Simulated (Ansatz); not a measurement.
# Rb: biaxial strain in the a-b plane

One table from this session's results is given with a row withheld; the runs are named, their logs left out.

Program: Ansatz 0.2.0. Level of theory: DFT PBE, scalar-relativistic, plane waves, PAW. These are calculated values, not measurements.

2 further runs of the same task are left out: 2 set aside as unsound or not needed.

## The structure to begin with

It takes space group Cmcm (No. 63, orthorhombic). The conventional cell has a = 5.027 Å, b = 8.806 Å, c = 8.210 Å, α = 90.00°, β = 90.00°, γ = 90.00°.

Structure file:

```
Rb
1.0
     5.02699    0.00000    0.00000
     0.00000    8.80564    0.00000
     0.00000    0.00000    8.20951
Rb
4
Direct
  0.00000 0.16334 0.25000
  0.50000 0.33666 0.75000
  0.50000 0.66334 0.25000
  0.00000 0.83666 0.75000
```

It goes back to an entry of the Materials Project, which need not be the stable form.

The unstrained cell was computed beforehand with the same settings: E(σ→0) = -13069.3996 eV for 4 atoms, gap none (metal).

The first run:

Contents of input.yaml:

```yaml
crystal:
  lattice:
    - [4.9264497526, 0.0, 0.0]
    - [0.0, 8.6295276996, 0.0]
    - [0.0, 0.0, 8.3080271463]
  atoms:
    - { symbol: Rb, position: [0.0, 0.1633368639, 0.25] }
    - { symbol: Rb, position: [0.5, 0.3366631361, 0.75] }
    - { symbol: Rb, position: [0.5, 0.6633368639, 0.25] }
    - { symbol: Rb, position: [0.0, 0.8366631361, 0.75] }
basis:
  ecutwfc: 420
kpoints:
  mp_grid: { grid: [8, 6, 6] }
hamiltonian:
  xc: pbe
scf:
  occupations: { method: gaussian, width: 0.1 }
output:
  forces: true
  stress: true
  eigenvalues: true
relax:
  adjacent_minimum: "off"
  f_tol: 0.008
  max_steps: 40
  cell: { stress_tol: 0.015, fix: [a, b, gamma] }
```

Started as:

```console
ansatz run input.yaml --threads 1 --pin off --max-ram 1331MiB --backend cpu --events-out ev --progress --plain --runs-dir out
```

Among the steps run: At -2.0 %; At +2.0 %; The cell strained by -4.0 %; Strain +4.0 %; Strain -6.0 %.

One of the session's tables, all rows but one given; the rest of the session is left out.

Lengths are those of the vectors of the cell that was run; stresses in GPa:

```
strain (%)  ΔE (meV/atom)  a (Å)  b (Å)  c (Å)
      -6.0           16.0  4.725  8.277  8.534
      -4.0            7.4  4.826  8.453  8.407
      -2.0            2.2  4.926  8.630  8.308
      +0.0            0.0  5.027  8.806  8.210
      +2.0              ?      ?      ?      ?
      +4.0            3.2  5.228  9.158  8.012
```

Q: Estimate the row for strain (%) = +2.0 from the others.

Worked estimate for «ΔE (meV/atom)». A straight line through the neighbours (0.0, 0.0) and (4.0, 3.2) gives 0.0 + (3.2 − 0.0) × (2.0 − 0.0) / (4.0 − 0.0) = 1.6; a parabola fitted to 3 rows on both sides gives 0.3.

As computed: ΔE (meV/atom): 0.5; a (Å): 5.128; b (Å): 8.982; c (Å): 8.111. In «ΔE (meV/atom)» the line misses by +1.1 and the parabola by -0.2.

ΔE is over the unstrained cell. Stress in GPa, positive in compression, on the Cartesian axes of the input. 
